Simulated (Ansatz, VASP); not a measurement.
## Al in VASP and in Ansatz

INCAR

```
  PREC = Accurate
  ENCUT = 520
  EDIFF = 1E-7
  ISMEAR = -1
  SIGMA = 0.08
  LREAL = F
  LASPH = T
  NELM = 100
  ALGO = Normal
  ISIF = 2
  LWAVE = F
  LCHARG = F
  GGA = PS
  NBANDS = 8
```

The input KPOINTS:

```
Automatic mesh
0
Gamma
  16 16 16
```

The input POSCAR:

```
Al
1.0
    2.5592462348      0.0000000000      0.0000000000
    0.0000000000      2.5592462348      0.0000000000
    0.0000000000      0.0000000000      2.5592462348
Al
1
Direct
    0.0000000000      0.0000000000      0.0000000000
```

Input for Ansatz:

```yaml
crystal:
  lattice:
    - [2.5592462348, 0.0, 0.0]
    - [0.0, 2.5592462348, 0.0]
    - [0.0, 0.0, 2.5592462348]
  atoms:
    - { symbol: Al, position: [0.0, 0.0, 0.0] }
kpoints:
  mp_grid: { grid: [16, 16, 16] }
scf:
  occupations: { method: fermi_dirac, width: 0.08 }
hamiltonian:
  xc: pbesol
  pseudopotentials: { kind: paw }
output:
  forces: true
  stress: true
  eigenvalues: true
  populations: true
  write_density: true
  write_potential: true
  elf: true
  volumetric_format: npy
```

Change from the starting cell: volume scaled by 0.85, PAW files.

Alike in both runs: task single point; functional PBEsol; k mesh 16 × 16 × 16; occupations fermi-dirac, width 0.08 eV; no spin polarisation.

|  | VASP | Ansatz |
| --- | --- | --- |
| version | VASP 6.6.1 | Ansatz 0.2.0 |
| potentials or method | VASP PAW PBE potentials, release 64 (Al) | PAW with Ansatz's default frozen-core files, scalar-relativistic |
| plane-wave cutoff (eV) | 520 | 420 |
| valence electrons in the cell | 3 | 3 |

```tsv
	VASP	Ansatz	Ansatz less VASP
pressure (GPa)	14.1	13.9	-0.15
```

The functional is the same, so the differences come from potentials, cutoffs and numerics.

Caveats: the PAW data sets were made with another functional, which shifts forces and pressure a little (VASP).
